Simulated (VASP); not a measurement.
# MgGe2 (Fd-3m) in VASP: relaxation of cell and atoms with PBE

Aim: the relaxation of cell and atoms of MgGe2 with PBE.

Everything below comes from runs of VASP 6.6.1. Logs are shortened: lines on timing, memory, paths and dates and some standing lists are left out, and cuts for length are marked.

## (1) The cell of the first run

The structure is cubic, space group Fd-3m (No. 227). The conventional cell has a = 7.342 Å, b = 7.342 Å, c = 7.342 Å, α = 90.00°, β = 90.00°, γ = 90.00°. Around Mg (site symmetry -43m) lie 12 Ge at 3.04 Å and 4 Mg at 3.18 Å. Ge (site symmetry -3m) has 6 Ge at 2.60 Å as nearest neighbours.

The cell was built by a generator and needn't be a form met in nature.

## (2) Relaxation of cell and atoms, PBE (species swapped into the Be2Ag type (Fd-3m, No. 227))

Contents of INCAR:

```
  PREC = Accurate
  ENCUT = 600
  EDIFF = 1E-6
  ISMEAR = 0
  SIGMA = 0.1
  LREAL = F
  LASPH = T
  NELM = 100
  ALGO = Fast
  ISIF = 3
  LWAVE = F
  LCHARG = F
  GGA = PE
  IBRION = 2
  NSW = 90
  EDIFFG = -0.04
```

Contents of KPOINTS:

```
regular mesh
0
Gamma
  4 4 4
```

Contents of POSCAR:

```
MgGe2
1.0
    0.0000000000      3.6708776400      3.6708776400
    3.6708776400      0.0000000000      3.6708776400
    3.6708776400      3.6708776400      0.0000000000
Mg Ge
2 4
Direct
    0.5000000000      0.5000000000      0.5000000000
    0.7500000000      0.7500000000      0.7500000000
    0.1250000000      0.1250000000      0.1250000000
    0.6250000000      0.1250000000      0.1250000000
    0.1250000000      0.1250000000      0.6250000000
    0.1250000000      0.6250000000      0.1250000000
```

Potentials or basis: VASP PAW PBE potentials, release 64 (Mg, Ge_d).

Command:

```console
$ cat potpaw_PBE.64/Mg/POTCAR potpaw_PBE.64/Ge_d/POTCAR > POTCAR
$ mpirun -np 1 vasp_std > vasp.out
```

OUTCAR:

```text
PREC = Accurate
   ENCUT = 600
   EDIFF = 1E-6
   ISMEAR = 0
   LREAL = F
   LASPH = T
   NELM = 100
   ISIF = 3
   GGA = PE
   IBRION = 2
   NSW = 90
   EDIFFG = -0.04

 ion  position               nearest neighbor table
   1  0.500  0.500  0.500-   3 3.04   5 3.04   3 3.04   5 3.04   4 3.04   6 3.04   4 3.04   6 3.04
                             6 3.04   3 3.04   5 3.04   4 3.04   2 3.18   2 3.18   2 3.18   2 3.18
   2  0.750  0.750  0.750-   4 3.04   6 3.04   4 3.04   6 3.04   3 3.04   5 3.04   3 3.04   5 3.04
                             3 3.04   5 3.04   4 3.04   6 3.04   1 3.18   1 3.18   1 3.18   1 3.18
   3  0.125  0.125  0.125-   4 2.60   5 2.60   6 2.60   5 2.60   6 2.60   4 2.60   1 3.04   2 3.04
                             1 3.04   2 3.04   1 3.04   2 3.04
   4  0.625  0.125  0.125-   3 2.60   5 2.60   6 2.60   3 2.60   5 2.60   6 2.60   2 3.04   2 3.04
                             1 3.04   1 3.04   2 3.04   1 3.04
   5  0.125  0.125  0.625-   3 2.60   3 2.60   4 2.60   6 2.60   6 2.60   4 2.60   1 3.04   2 3.04
                             1 3.04   2 3.04   1 3.04   2 3.04
   6  0.125  0.625  0.125-   3 2.60   5 2.60   3 2.60   4 2.60   5 2.60   4 2.60   2 3.04   2 3.04
                             1 3.04   1 3.04   1 3.04   2 3.04

  LATTYP: Found a face centered cubic cell.
 ALAT       =     7.3417552800

  Lattice vectors:

 A1 = (   0.0000000000,   3.6708776400,   3.6708776400)
 A2 = (   3.6708776400,   0.0000000000,   3.6708776400)
 A3 = (   3.6708776400,   3.6708776400,   0.0000000000)

Analysis of symmetry for initial positions (statically):
=====================================================================
 Subroutine PRICEL returns:
 Original cell was already a primitive cell.

 Routine SETGRP: Setting up the symmetry group for a
 face centered cubic supercell.

 Subroutine GETGRP returns: Found 48 space group operations
 (whereof 24 operations were pure point group operations)
 out of a pool of 48 trial point group operations.

The static configuration has the point symmetry T_d .
 The point group associated with its full space group is O_h .

Analysis of symmetry for dynamics (positions and initial velocities):
=====================================================================
 Subroutine PRICEL returns:
 Original cell was already a primitive cell.

 Routine SETGRP: Setting up the symmetry group for a
 face centered cubic supercell.

 Subroutine GETGRP returns: Found 48 space group operations
 (whereof 24 operations were pure point group operations)
 out of a pool of 48 trial point group operations.

The dynamic configuration has the point symmetry T_d .
 The point group associated with its full space group is O_h .

 Subroutine INISYM returns: Found 48 space group operations
 (whereof 24 operations are pure point group operations),
 and found     1 'primitive' translations

----------------------------------------------------------------------------------------

                                     Primitive cell

  volume of cell :      98.9327

  direct lattice vectors                    reciprocal lattice vectors
     0.000000000  3.670877640  3.670877640    -0.136207210  0.136207210  0.136207210
     3.670877640  0.000000000  3.670877640     0.136207210 -0.136207210  0.136207210
     3.670877640  3.670877640  0.000000000     0.136207210  0.136207210 -0.136207210

  length of vectors
     5.191404944  5.191404944  5.191404944     0.235917807  0.235917807  0.235917807

  position of ions in fractional coordinates (direct lattice)
     0.500000000  0.500000000  0.500000000
     0.750000000  0.750000000  0.750000000
     0.125000000  0.125000000  0.125000000
     0.625000000  0.125000000  0.125000000
     0.125000000  0.125000000  0.625000000
     0.125000000  0.625000000  0.125000000

  ion indices of the primitive-cell ions
   primitive index   ion index
                 1           1
                 2           2
                 3           3
                 4           4
                 5           5
                 6           6

----------------------------------------------------------------------------------------

 KPOINTS: regular mesh

Automatic generation of k-mesh.
 Grid dimensions read from file:
 generate k-points for:    4    4    4

 Generating k-lattice:

  Cartesian coordinates                     Fractional coordinates (reciprocal lattice)
    -0.034051802  0.034051802  0.034051802     0.250000000  0.000000000  0.000000000
     0.034051802 -0.034051802  0.034051802     0.000000000  0.250000000  0.000000000
     0.034051802  0.034051802 -0.034051802     0.000000000  0.000000000  0.250000000

  Length of vectors
     0.058979452  0.058979452  0.058979452

  Shift w.r.t. Gamma in fractional coordinates (k-lattice)
     0.000000000  0.000000000  0.000000000

 Subroutine IBZKPT returns following result:
 ===========================================

 Found      8 irreducible k-points:

 Following reciprocal coordinates:
            Coordinates               Weight
  0.000000  0.000000  0.000000      1.000000
  0.250000  0.000000  0.000000      8.000000
  0.500000  0.000000  0.000000      4.000000
  0.250000  0.250000  0.000000      6.000000
  0.500000  0.250000  0.000000     24.000000
 -0.250000  0.250000  0.000000     12.000000
  0.500000  0.500000  0.000000      3.000000
 -0.250000  0.500000  0.250000      6.000000
   k-points           NKPTS =      8   k-points in BZ     NKDIM =      8   number of bands    NBANDS=     36
   number of dos      NEDOS =    301   number of ions     NIONS =      6
   total plane-waves  NPLWV =  74088
   dimension x,y,z NGX =    42 NGY =   42 NGZ =   42
   dimension x,y,z NGXF=    84 NGYF=   84 NGZF=   84
   ions per type =               2   4
   NGX,Y,Z   is equivalent  to a cutoff of  13.45, 13.45, 13.45 a.u.
   NGXF,Y,Z  is equivalent  to a cutoff of  26.90, 26.90, 26.90 a.u.
 SYSTEM =  unknown system
   PREC   = accura    normal or accurate (medium, high low for compatibility)
   ISTART =      0    job   : 0-new  1-cont  2-samecut
   ICHARG =      2    charge: 1-file 2-atom 10-const
   ISPIN  =      1    spin polarized calculation?
   LNONCOLLINEAR =      F non collinear calculations
   LSORBIT =      F    spin-orbit coupling
   LASPH  =      T    aspherical Exc in radial PAW
   ENCUT  =  600.0 eV  44.10 Ry    6.64 a.u.  10.37 10.37 10.37*2*pi/ulx,y,z
   NELM   =    100;   NELMIN=  2; NELMDL= -5     # of ELM steps
   EDIFF  = 0.1E-05   stopping-criterion for ELM
   LREAL  =      F    real-space projection
   EDIFFG = -.4E-01   stopping-criterion for IOM
   NSW    =     90    number of steps for IOM
   IBRION =      2    ionic relax: 0-MD 1-quasi-New 2-CG
   NFREE  =      1    steps in history (QN), initial steepest desc. (CG)
   ISIF   =      3    stress and relaxation
   ISYM   =      2    0-nonsym 1-usesym 2-fastsym
   POTIM  = 0.5000    time-step for ionic-motion
   TEBEG  =    0.0;   TEEND  =   0.0 temperature during run
   PSTRESS=    0.0 pullay stress
   NELECT =      60.0000    total number of electrons
   NUPDOWN=      -1.0000    fix difference up-down
   EMIN   =  10.00;   EMAX   =-10.00  energy-range for DOS
   EFERMI =   0.00;   METHOD = LEGACY
   ISMEAR =     0;   SIGMA  =   0.10  broadening in eV -4-tet -1-fermi 0-gaus
   EFERMI_NEDOS =   21; number of points for ismear=-14 and -15
   IALGO  =     68    algorithm
   IMIX   =      4    mixing-type and parameters
     AMIX     =   0.40;   BMIX     =  1.00
     AMIX_MAG =   1.60;   BMIX_MAG =  1.00
  volume/ion in A,a.u.               =      16.49       111.27
  Fermi-wavevector in a.u.,A,eV,Ry     =   1.385730  2.618650 26.126562  1.920248
  Thomas-Fermi vector in A             =   2.510113
   LORBIT       =      0    0 simple, 1 ext, 2 COOP (PROOUT), +10 PAW based schemes
   GGA     = PE    functional components
   LHFCALC =     F    Hartree Fock is set to
   AEXX    =    0.0000 exact exchange contribution
   IVDW    =     0    specifies the selected vdW correction
   LEPSILON=     F    determine dielectric tensor
   LRPA    =     F    only Hartree local field effects (RPA)
 conjugate gradient relaxation of ions
 non-spin polarized calculation
 RMM-DIIS sequential band-by-band and
 Gauss-broadening in eV      SIGMA  =   0.10
  energy-cutoff  :      600.00
  volume of cell :       98.93
 maximum number of plane-waves:      3327
 NGX is ok and might be reduce to    42
   NGX = 21   NGY = 21   NGZ = 21

--------------------------------------- Ionic step        1  -------------------------------------------

 number of electron      60.0000023 magnetization

 Free energy of the ion-electron system (eV)
  ---------------------------------------------------
  ext. energy  EPLUGINS =         0.00000000
  ---------------------------------------------------
  free energy    TOTEN  =       -18.20519563 eV

  energy without entropy =      -18.18422110  energy(sigma->0) =      -18.19470837

 E-fermi :   7.7443     XC(G=0): -11.1064

 val. band max:        7.7410355011   @ k =   0.5000   0.0000   0.0000
 cond. band min:       7.7679147956   @ k =   0.5000   0.0000   0.0000
 fundamental gap:      0.0268792945
 Fermi energy:         7.7443470588

 k-point     1 :       0.0000    0.0000    0.0000
  band No.  band energies     occupation
      1     -17.7886      2.00000
      2     -17.6711      2.00000
      3     -17.6711      2.00000
      4     -17.6711      2.00000
      5     -17.6546      2.00000
      6     -17.6546      2.00000
[... 697 lines left out ...]
  energy  without entropy=      -19.5944131710  energy(sigma->0) =      -19.60947794

--------------------------------------- Ionic step        3  -------------------------------------------

 number of electron      59.9999974 magnetization

 Free energy of the ion-electron system (eV)
  ---------------------------------------------------
  ext. energy  EPLUGINS =         0.00000000
  ---------------------------------------------------
  free energy    TOTEN  =       -19.63000623 eV

  energy without entropy =      -19.60056972  energy(sigma->0) =      -19.61528797

 E-fermi :   5.0846     XC(G=0):  -9.9653

 val. band max:        5.0624907253   @ k =   0.5000   0.0000   0.0000
 cond. band min:       5.0964937783   @ k =   0.5000   0.5000   0.0000
 fundamental gap:      0.0340030529
 Fermi energy:         5.0846379148

 k-point     1 :       0.0000    0.0000    0.0000
  band No.  band energies     occupation
      1     -19.8557      2.00000
      2     -19.8056      2.00000
      3     -19.8056      2.00000
      4     -19.8056      2.00000
      5     -19.8015      2.00000
      6     -19.8015      2.00000
[... 334 lines left out ...]
  FREE ENERGIE OF THE ION-ELECTRON SYSTEM (eV)
  ---------------------------------------------------
  free  energy   TOTEN  =       -19.6300062281 eV

  energy  without entropy=      -19.6005697183  energy(sigma->0) =      -19.61528797

 reached required accuracy - stopping structural energy minimisation
```

Run time: 1.8 min. Hardware: 1 thread of Intel Xeon Platinum 8375C at 2.90GHz (Ice Lake), shared host; peak memory 0.28 GiB.

Results:

* Free energy: -19.6300 eV
* Relaxed volume: 21.31 Å³/atom
* Relaxed cell: a = 5.655 Å, b = 5.655 Å, c = 5.655 Å, α = 60.00°, β = 60.00°, γ = 60.00°
* Space group after relaxing (to 0.05 Å): Fd-3m (No. 227)
* Energy gained by relaxing: 237.5 meV/atom
* Ionic steps: 3
* Pressure after relaxing: 0.1 GPa
* Band gap on the k mesh: none (metal or under the smearing width)

Step by step:
```csv
step,energy change (eV),largest force (eV/Å),pressure (GPa),volume (Å³)
1,0.0000,0.0000,19.30,98.93
2,-1.4193,0.0000,-0.70,130.19
3,-1.4248,0.0000,0.09,127.88
```

Final structure:
```
Mg Ge
1.0
     0.00000    3.99878    3.99878
     3.99878    0.00000    3.99878
     3.99878    3.99878    0.00000
Mg Ge
2 4
Direct
  0.50000 0.50000 0.50000
  0.75000 0.75000 0.75000
  0.12500 0.12500 0.12500
  0.62500 0.12500 0.12500
  0.12500 0.12500 0.62500
  0.12500 0.62500 0.12500
```

Levels at points of the mesh, in eV from the Fermi level:
```tsv
k point	band 28	band 29	band 30	band 31	band 32	band 33
(0.00, 0.00, 0.00)	-3.78	-2.12	-1.83	-1.83	0.96	0.96
(0.50, 0.00, 0.00)	-1.02	-0.66	-0.02	-0.02	0.12	0.12
(0.50, 0.50, 0.00)	-0.23	0.01	0.01	0.41	0.41	0.50
```

Caveat: the k mesh is coarse (spacing up to 0.37 Å⁻¹), so the values aren't converged; the volume moved by over 15 % at a fixed basis, so the end points are rough.
